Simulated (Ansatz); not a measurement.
P: relaxed-ion elastic tensor

The calculation used DFT PBE, scalar-relativistic, plane waves, PAW in Ansatz 0.2.0. Settings: 420 eV plane-wave cutoff, Γ-centred 24×24×24 mesh, Fermi-Dirac smearing of 0.15 eV. No spin polarisation.

Relaxed structure:
```
CELL_PARAMETERS angstrom
2.44721 0.00000 0.00000
0.00000 2.44721 0.00000
0.00000 0.00000 2.44721
ATOMIC_POSITIONS crystal
P 0.00000 0.00000 0.00000
```

It was reached by relaxing an invented guess, and it needn't be the stable form of this composition. In a metal, frequencies and elastic constants depend on the k mesh and the smearing, soft modes and shear constants most. This form isn't the element's ground state: it lies 89 meV/atom above the standard structure at this level.

(1) Give the relaxed-ion elastic constants (GPa, Voigt order xx yy zz yz xz xy, on the Cartesian axes of the cell above).

(2) Is the crystal stable against homogeneous strain?

(3) And the moduli of a polycrystal (Hill averages)?

Answers

(1)
C11 = 218.8, C12 = 49.5, C13 = 49.5, C22 = 218.8, C23 = 49.5, C33 = 218.8, C44 = 64.1, C55 = 64.1, C66 = 64.1 GPa; the others vanish.

(2) Yes: the least eigenvalue of the tensor is 64.1 GPa.

(3) B = 106 GPa, G = 72 GPa, E = 175 GPa, ν = 0.22.
